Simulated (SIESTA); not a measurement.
Crystal: Ti.

```
Ti
1.0
     4.56737    0.00000    0.00000
    -2.28369    3.95546    0.00000
     0.00000    0.00000    2.82624
Ti
3
Direct
  0.66667 0.33333 0.50000
  0.33333 0.66667 0.50000
  0.00000 0.00000 0.00000
```

This isn't the form of Ti at room conditions, which is hcp.

```yaml
Program: SIESTA 5.4.2
Task: single point
Functional: PBE
Potentials_or_basis: PseudoDojo 0.4 standard (PBE files)
Basis: DZP (energy shift 0.003 Ry; two zetas on semicore shells)
Grid_cutoff: 800 Ry
Energy_shift: 0.003 Ry
k_mesh: 7 × 7 × 9
Occupations: fermi-dirac, width 0.05 eV
Spin: no spin polarisation
```

On this cell: pressure 1.2 GPa; largest force under 0.003 eV/Å; band gap on the k mesh none (metal or under the smearing width).

The same run follows on a disturbed copy (atoms moved at random, drawn with an rms of 0.05 Å):

```
Ti
1.0
     4.56737    0.00000    0.00000
    -2.28369    3.95546    0.00000
     0.00000    0.00000    2.82624
Ti
3
Direct
  0.66700 0.33369 0.50435
  0.33980 0.67128 0.48012
  0.00626 0.00534 0.00325
```

**Question.** What does the disturbed cell give?

**Answer.** The energy (extrapolated to zero smearing) moves by +2.7 meV/atom; pressure 1.2 GPa; largest force 0.210 eV/Å; band gap on the k mesh none (metal or under the smearing width).

Forces on the atoms (eV/Å):
```
Ti   0.074  0.082 -0.014
Ti  -0.053 -0.046  0.198
Ti  -0.021 -0.036 -0.185
```

Stress tensor (GPa, compression positive):
```
1.52 0.01 0.01
0.01 1.50 0.01
0.01 0.01 0.47
```

Caveats: the basis of atomic orbitals isn't converged, which shifts pressures, moduli and gaps.
